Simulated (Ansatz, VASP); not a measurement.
This is a calculation of HfC for Ansatz 0.2.0. 

The input input.yaml:

```yaml
crystal:
  lattice:
    - [0.0, 2.325, 2.325]
    - [2.325, 0.0, 2.325]
    - [2.325, 2.325, 0.0]
  atoms:
    - { symbol: Hf, position: [0.5, 0.5, 0.5] }
    - { symbol: C, position: [0.0, 0.0, 0.0] }
hamiltonian:
  xc: rpbe
  pseudopotentials: { kind: paw }
kpoints:
  mp_grid: { grid: [10, 10, 10] }
scf:
  occupations: { method: fermi_dirac, width: 0.05 }
output:
  forces: true
  stress: true
relax:
  f_tol: 0.01
  max_steps: 40
  cell: { stress_tol: 0.05 }
```

Potentials or basis: Ansatz PAW.

The run is started by

```bash
$ ansatz run input.yaml --threads 2 --pin off --max-ram 5632MiB --backend cpu --events-out ev --progress --plain --runs-dir out
```

What does the same run look like in VASP 6.6.1? Potentials or basis there: PBE PAW files C, Hf_pv, 600 eV.

As run (cutoffs and basis follow the program's own potentials, and thresholds, step limits or extra output files can differ):

Contents of INCAR:

```
SYSTEM = HfC
  PREC = Accurate
  ENCUT = 600
  EDIFF = 1E-7
  ISMEAR = -1
  SIGMA = 0.05
  LREAL = .False.
  LASPH = .True.
  NELM = 80
  ALGO = Normal
  ISIF = 3
  LWAVE = .False.
  LCHARG = .False.
  GGA = RP
  IBRION = 2
  NSW = 60
  EDIFFG = -0.005
```

KPOINTS

```
regular mesh
0
Gamma
  10 10 10
  0 0 0
```

Contents of POSCAR:

```
HfC
1.0
    0.0000000000      2.3250000000      2.3250000000
    2.3250000000      0.0000000000      2.3250000000
    2.3250000000      2.3250000000      0.0000000000
Hf C
1 1
Direct
    0.5000000000      0.5000000000      0.5000000000
    0.0000000000      0.0000000000      0.0000000000
```

Potentials or basis: VASP PAW PBE potentials, release 64 (Hf_pv, C).

Run with:

```bash
$ cat potpaw_PBE.64/Hf_pv/POTCAR potpaw_PBE.64/C/POTCAR > POTCAR
$ mpirun -np 1 vasp_std > vasp.out
```

Both were run:

|  | Ansatz | VASP |
| --- | --- | --- |
| Relaxed volume | 12.80 Å³/atom | 12.75 Å³/atom |
| Relaxed cell | a = 3.308 Å, b = 3.308 Å, c = 3.308 Å, α = 60.00°, β = 60.00°, γ = 60.00° | a = 3.304 Å, b = 3.304 Å, c = 3.304 Å, α = 60.00°, β = 60.00°, γ = 60.00° |
| Space group after relaxing | Fm-3m (No. 225) | Fm-3m (No. 225) |
| Pressure after relaxing | 0.0 GPa | 0.0 GPa |

Ansatz's pressure holds a Pulay term of +0.21 GPa for its cutoff of 420 eV, which the other run lacks.

The potentials hold 30 and 14 valence electrons a cell.

Ansatz's potentials were made for PBE. VASP's potentials were made for PBE.

Where Ansatz's input types no cutoff or centring, it takes its own default and a Γ-centred mesh.

Pressure is positive in compression.
